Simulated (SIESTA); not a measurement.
Crystal: SrO.

```
Sr O
1.0
     0.00000    2.56630    2.56630
     2.56630    0.00000    2.56630
     2.56630    2.56630    0.00000
Sr O
1 1
Direct
  0.50000 0.50000 0.50000
  0.00000 0.00000 0.00000
```

Base run:

| Quantity | Value |
| --- | --- |
| Program | SIESTA 5.4.2 |
| Functional | revPBE |
| Potentials or basis | PseudoDojo 0.4 standard (PBE files) |
| Basis | DZP (energy shift 0.003 Ry; two zetas on semicore shells; d shell added on Sr) |
| Grid cutoff | 800 Ry |
| Energy shift | 0.003 Ry |
| k mesh | 9 × 9 × 9 |
| Occupations | fermi-dirac, width 0.05 eV |
| Spin | no spin polarisation |

Its results: band gap on the k mesh 3.41 eV, indirect (least direct gap 3.51 eV); pressure 6.3 GPa.

**Question.** After a change of settings the same cell gave: band gap on the k mesh 3.31 eV, indirect (least direct gap 3.41 eV); pressure 3.7 GPa. Which change was it?
A. functional from revPBE to WC; potentials or basis from PseudoDojo 0.4 standard (PBE files) to PseudoDojo 0.4 standard (PBEsol files)
B. functional from revPBE to LDA; potentials or basis from PseudoDojo 0.4 standard (PBE files) to PseudoDojo 0.4 standard (LDA files)
C. functional from revPBE to BLYP
D. functional from revPBE to PW91

**Answer.** D.

PW91 binds more tightly than revPBE, so the same cell stands under less pressure.

Caveats: the potentials were made for another functional, which shifts forces and pressure; the basis of atomic orbitals isn't converged, which shifts pressures, moduli and gaps.

Not every run made on this cell is shown here.
